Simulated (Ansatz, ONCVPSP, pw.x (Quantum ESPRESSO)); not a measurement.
**Mo (Z = 42): does the ONCV potential hold in the solid?**

```
Element                 : Mo
Generator               : ONCVPSP 4.0.1.1 (patched build)
Type                    : optimised norm-conserving Vanderbilt (ONCV)
Functional              : LDA (Perdew-Wang 92)
Relativity              : scalar-relativistic
Frozen core             : [Ar] 3d10
Valence charge          : 14
Reference configuration : 4s2 4p6 4d5 5s1
Partial waves           : 4s+5s: rc 1.80 bohr, ncon 3, nbas 7, qcut 7.7 1/bohr, 2 projectors; 4p: rc 1.75 bohr, ncon 5, nbas 8, qcut 9.7 1/bohr, 1 projector; 4d: rc 2.40 bohr, ncon 5, nbas 9, qcut 6.6 1/bohr, 2 projectors, debl 2.6 Ha
Local potential         : polynomial inside 1.60 bohr (lpopt 5, dvloc0 1 Ha)
Core correction         : none
```

Atomic tests: cutoffs needed: 29 Ha and 35 Ha (the cutoffs (Ha) at which the residual kinetic energy of the hardest occupied pseudo-wave falls to 1 and 0.1 mHa per electron); ghost test: no bound ghost flagged; no localised positive-energy state flagged; largest excitation error: +29 meV (all-electron minus pseudo) for 4s2 4p6 4d3 5s0, out of 4 test configurations.

Crystal test: fcc Mo in pw.x 7.5, no spin, 14³ k-points, Fermi–Dirac smearing 0.01 Ry, cutoffs 85/340 Ry. The reference is all-electron LAPW (Ansatz 0.2.0) with the same functional, mesh and smearing; V0 and B0 come from Birch–Murnaghan fits to the pressures at five volumes. Errors are pseudo minus all-electron; Δ is the rms difference of the E(V) curves that follow from these fits, minima aligned, over ±6 % about the mean V0. Mesh and smearing are coarse, so the numbers serve the comparison and aren't converged zero-temperature values; the lattice is a test structure that the element need not adopt.

```
V (Å³/atom)  P all-electron (GPa)  P pseudo (GPa)
     14.493                 15.36           11.36
     14.875                  7.32            3.27
     15.256                  0.23           -3.85
     15.637                 -6.02          -10.14
     16.019                -11.54          -15.69
```

All-electron: a0 = 3.938 Å (V0 = 15.27 Å³/atom), B0 = 265.2 GPa.

Pseudopotential: mean pressure error (GPa): -4.08; a0 (Å): 3.919; a0 error (%): -0.49; B0 error (%): +6.7; Δ (meV/atom): 13.4. This is a poor potential for the solid.

Question: At the middle volume, how do free energy and pressure move when the wave cutoff is lowered (ecutrho kept at four times it)?

Answer:

```tsv
cutoff (Ry)	shift of F (meV/atom)	shift of P (GPa)
38	+1645.6	-33.25
51	+434.7	-19.69
68	+28.1	-2.58
```

The run at the middle volume (104 k-points, 9 iterations) took about 32 s on one core of a shared host (Neoverse-N1, 64 threads, 126 GiB, load 43).
